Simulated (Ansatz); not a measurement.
Level of theory: Ansatz, DFT PBE, scalar-relativistic, plane waves, PAW. All cells share a 420 eV cutoff and Γ-centred k meshes spaced at most about 0.3 Å⁻¹ (about 0.25 or finer for metals, 2π included). No spin polarisation.

These are static total energies at zero pressure.

Question: Which of these relaxed structures of Si₃Ge₂ is the lowest in energy?
A.

```cif
data_structure
_symmetry_space_group_name_H-M 'R-3m:H'
_symmetry_Int_Tables_number 166
_cell_length_a 3.9435
_cell_length_b 3.9435
_cell_length_c 48.3277
_cell_angle_alpha 90.000
_cell_angle_beta 90.000
_cell_angle_gamma 120.000
_cell_volume 650.86
loop_
_atom_site_label
_atom_site_type_symbol
_atom_site_symmetry_multiplicity
_atom_site_Wyckoff_symbol
_atom_site_fract_x
_atom_site_fract_y
_atom_site_fract_z
_atom_site_occupancy
Si1 Si 6 c 0.33333 0.66667 0.89033 1
Si2 Si 6 c 0.33333 0.66667 0.84123 1
Si3 Si 6 c 0.66667 0.33333 0.90602 1
Ge1 Ge 6 c 0.33333 0.66667 0.69229 1
Ge2 Ge 6 c 0.66667 0.33333 0.95619 1
```

B.

```cif
data_structure
_symmetry_space_group_name_H-M 'P6/mmm'
_symmetry_Int_Tables_number 191
_cell_length_a 2.7532
_cell_length_b 2.7532
_cell_length_c 12.8267
_cell_angle_alpha 90.000
_cell_angle_beta 90.000
_cell_angle_gamma 120.000
_cell_volume 84.20
loop_
_atom_site_label
_atom_site_type_symbol
_atom_site_symmetry_multiplicity
_atom_site_Wyckoff_symbol
_atom_site_fract_x
_atom_site_fract_y
_atom_site_fract_z
_atom_site_occupancy
Si1 Si 2 e 0.00000 0.00000 0.80892 1
Si2 Si 1 a 0.00000 0.00000 0.00000 1
Ge1 Ge 2 e 0.00000 0.00000 0.39293 1
```

Answer: A. The other, B, lies 0.31 eV/atom higher. Forms: A R-3m; B P6/mmm. Counting Ge atoms around Si (those within 1.25 times the shortest such distance or 1.15 times the sum of covalent radii; a plus sign parts nearer from farther groups; the shortest distance is added where it is long for a bond; a slash parts the counts of unlike sites): A has Si 1/3+3 from 3.9 Å/3+10 from 6.0 Å; B has Si 1/2+12 from 5.0 Å. Both come from invented guesses. The lowest form computed isn't among them: it has Si and Ge ordered on diamond sites, space group Imma (No. 74), 21.7 Å³/atom and lies 5 meV/atom below the best shown.

Cells relaxed within their symmetry can be saddle points. Some types were kept out of the candidates beforehand, so the set may lack a known form.
